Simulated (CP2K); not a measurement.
## TaAs in CP2K: the effect of functional

The system is TaAs.

```xyz
4
Lattice="3.4436 0.0000 0.0000 0.0000 3.4436 0.0000 1.7218 -1.7218 5.8679" Properties=species:S:1:pos:R:3 pbc="T T T"
Ta    1.7218    1.7218    0.0004
Ta    1.7218    0.0000    2.9344
As    1.7218    1.7218    4.8982
As    3.4436    1.7218    1.9642
```

The cell is a database's computed one.

Alike in all runs:

```yaml
Program: CP2K 2026.2
Task: atomic charges
Potentials_or_basis: POTENTIAL_UZH Ta GTH-PBE-q13, As GTH-PBE-q5; TZVP-MOLOPT-PBE-GTH basis
Density_cutoff: 9184 eV
k_mesh: 8 × 8 × 8
Occupations: fermi-dirac, width 0.05 eV
Spin: no spin polarisation
```

```csv
functional,pressure (GPa)
PBE,2.3
LDA,?
PBEsol,-1.3
vdW-DF-cx,0.1
PW91,2.8
HLE16,-32.4
r2SCAN,1.2
```

Q: What does the run with functional LDA give?

A: Pressure -2.7 GPa.

Caveats: the basis of atomic orbitals isn't converged, which shifts pressures, moduli and gaps; the potentials were made for another functional, which shifts forces and pressure (some runs); the potentials were made for a functional far from this one (some runs); the cell as given lies far from equilibrium (some runs).
